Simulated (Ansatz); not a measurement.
This geometry of a periodic cell of 33 atoms, Al (host Al, host structure fcc, interstitial Al) is a first-order saddle point.

Theory: DFT LDA, scalar-relativistic, plane waves, PAW in Ansatz. Settings: cutoff 420 eV, k mesh 2x2x2, gaussian smearing 0.1 eV, no spin polarisation.

```xyz
33
Lattice="8.1000 0.0000 0.0000 0.0000 8.1000 0.0000 0.0000 0.0000 8.1000" Properties=species:S:1:pos:R:3
Al 4.076 -0.023 0.016
Al 6.074 2.024 -0.040
Al 6.111 0.302 2.048
Al -0.017 0.058 0.012
Al 1.994 2.024 0.028
Al 4.076 4.071 0.016
Al 6.028 6.074 -0.738
Al 1.977 -0.022 2.109
Al 3.939 2.024 1.977
Al 6.111 3.746 2.048
Al 4.011 0.297 4.148
Al 6.041 2.024 4.082
Al 6.037 0.154 6.019
Al -0.017 3.990 0.012
Al 2.165 6.074 0.196
Al 0.101 2.024 2.017
Al 1.977 4.070 2.109
Al 5.193 6.074 1.542
Al -0.118 0.160 4.074
Al 1.927 2.024 4.110
Al 4.011 3.751 4.148
Al 6.176 6.074 4.209
Al 1.977 0.056 6.119
Al 3.982 2.024 6.236
Al 6.037 3.894 6.019
Al -0.204 6.074 1.823
Al -0.118 3.888 4.074
Al 1.215 6.074 4.061
Al -0.017 2.024 6.120
Al 1.977 3.992 6.119
Al 3.796 6.074 5.929
Al 0.218 6.074 6.354
Al 3.495 6.074 3.222
```

Task: Which two structures does it join? (They come from a converged band through this point; their orientation in space is the band's.)

Result: The atom that moves furthest is Al33, by 2.84 Å; four of its nearest neighbours are Al21 2.51, Al31 2.51, Al22 2.51, Al28 2.51 Å at the first end and Al18 2.50, Al28 2.51, Al8 2.51, Al17 2.51 Å at the last.

Initial state:

```xyz
33
Lattice="8.1000 0.0000 0.0000 0.0000 8.1000 0.0000 0.0000 0.0000 8.1000" Properties=species:S:1:pos:R:3
Al 4.048 0.120 -0.001
Al 6.095 2.023 -0.002
Al 6.055 -0.020 2.041
Al -0.002 0.020 -0.002
Al 2.001 2.023 -0.002
Al 4.048 3.925 -0.001
Al 6.195 6.073 -0.001
Al 2.040 -0.019 2.040
Al 4.048 2.022 1.901
Al 6.054 4.067 2.042
Al 4.048 0.480 4.048
Al 6.196 2.022 4.048
Al 6.054 -0.021 6.054
Al -0.002 4.026 -0.002
Al 1.900 6.073 -0.001
Al -0.002 2.023 2.001
Al 2.041 4.065 2.041
Al 4.047 6.073 1.541
Al -0.001 0.120 4.048
Al 1.900 2.022 4.048
Al 4.048 3.562 4.047
Al 6.559 6.073 4.048
Al 2.041 -0.020 6.055
Al 4.048 2.022 6.196
Al 6.053 4.068 6.053
Al -0.001 6.073 1.900
Al -0.001 3.925 4.048
Al 1.541 6.073 4.047
Al -0.002 2.023 6.095
Al 2.042 4.067 6.054
Al 4.048 6.073 6.559
Al -0.001 6.073 6.195
Al 4.051 6.070 4.051
```

Final state:

```xyz
33
Lattice="8.1000 0.0000 0.0000 0.0000 8.1000 0.0000 0.0000 0.0000 8.1000" Properties=species:S:1:pos:R:3
Al 4.028 -0.023 0.024
Al 6.073 2.024 -0.020
Al 6.081 0.123 2.026
Al 0.019 -0.018 0.018
Al 2.027 2.027 -0.123
Al 4.030 4.071 0.022
Al 6.081 6.076 -0.123
Al 2.022 0.488 2.023
Al 4.174 2.027 2.026
Al 6.081 3.927 2.026
Al 4.024 -0.027 4.024
Al 6.073 2.024 4.070
Al 6.073 0.020 6.074
Al 0.017 4.066 0.016
Al 2.022 6.074 -0.475
Al -0.123 2.027 2.026
Al 2.022 3.572 2.023
Al 4.548 6.073 2.023
Al 0.022 -0.021 4.030
Al 2.028 2.027 4.173
Al 4.027 4.075 4.026
Al 6.081 6.076 4.173
Al 2.028 0.123 6.078
Al 4.070 2.024 6.074
Al 6.073 4.030 6.074
Al -0.468 6.074 2.023
Al 0.020 4.068 4.032
Al 2.022 6.074 4.541
Al -0.019 2.024 6.074
Al 2.028 3.926 6.078
Al 4.173 6.076 6.078
Al -0.123 6.076 6.078
Al 2.045 6.082 2.035
```

Task: How far does it lie above each of them?

Result: 0.58 eV above the first and 0.58 eV above the second. This is the barrier of this one path; another mechanism may lie lower. Limits of this set-up: coarse k mesh, a small cell, in which the defect meets its images, a typed lattice constant that wasn't relaxed here.

The run took 13 min on 2 threads of Intel(R) Xeon(R) Platinum 8488C (Sapphire Rapids), with other jobs on the host, peak memory 1.9 GiB.
